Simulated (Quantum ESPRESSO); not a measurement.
Crystal: Os.

```
CELL_PARAMETERS angstrom
2.73410 0.00000 0.00000
-1.36705 2.36780 0.00000
0.00000 0.00000 4.31970
ATOMIC_POSITIONS crystal
Os 0.66667 0.33333 0.75000
Os 0.33333 0.66667 0.25000
```

* Program: Quantum ESPRESSO 7.5
* Task: Wannier functions
* Functional: PBEsol
* Potentials or basis: PseudoDojo 0.4.1 SR PBEsol standard
* Cutoff: 1007 eV
* Density cutoff: 4027 eV
* k mesh: 8 × 8 × 4
* Occupations: fermi-dirac, width 0.05 eV
* Spin: no spin polarisation
* Mixing beta: 0.5
* Most SCF iterations: 120
* SCF threshold: 4e-10 Ry
* k mesh for the Wannier functions: 7 × 7 × 4
* Projections: Os spd

Start: atomic projections with disentanglement, frozen window up to 1.0 eV over the reference level; the lowest 8 bands are left out. The reference level is the Fermi level, or the middle of the gap.

With atomic projections with disentanglement, how many functions result, how localised are they, and how well do they interpolate the bands?

18 functions with spreads from 0.92 to 1.66 Å², 22.2 Å² in all; they miss the direct bands by 7 meV (root mean square).

Wannier functions:
| function | nearest atom | distance (Å) | spread (Å²) | on-site energy from the reference level (eV) |
| --- | --- | --- | --- | --- |
| 1 | 1 Os | 0.83 | 1.66 | 8.58 |
| 2 | 1 Os | 1.06 | 1.50 | 8.42 |
| 3 | 1 Os | 1.01 | 1.51 | 8.06 |
| 4 | 1 Os | 1.13 | 1.44 | 8.56 |
| 5 | 1 Os | 0.04 | 0.92 | 0.30 |
| 6 | 1 Os | 0.19 | 1.07 | 2.09 |
| 7 | 1 Os | 0.23 | 1.14 | 2.42 |
| 8 | 1 Os | 0.20 | 0.99 | 1.93 |
| 9 | 1 Os | 0.12 | 0.94 | 0.91 |
| 10 | 2 Os | 0.87 | 1.61 | 8.46 |
| 11 | 2 Os | 1.02 | 1.50 | 8.37 |
| 12 | 2 Os | 1.05 | 1.48 | 8.23 |
| 13 | 2 Os | 1.16 | 1.44 | 8.78 |
| 14 | 2 Os | 0.05 | 0.92 | 0.44 |
| 15 | 2 Os | 0.21 | 1.10 | 2.45 |
| 16 | 2 Os | 0.17 | 1.04 | 1.58 |
| 17 | 2 Os | 0.22 | 0.98 | 2.03 |
| 18 | 2 Os | 0.12 | 0.94 | 1.01 |

Parts of the spread (Å²): invariant 17.48, diagonal 0.054, off-diagonal 4.66, total 22.20. Against the direct bands the interpolation misses by 7 meV (root mean square) and 36 meV at most, for states up to 1 eV over the reference level.

Caveat: the k mesh is coarse (spacing up to 0.36 Å⁻¹), so the values aren't converged; spin-orbit coupling is left out, which moves the levels of the heavy elements; the Wannier minimisation didn't converge.
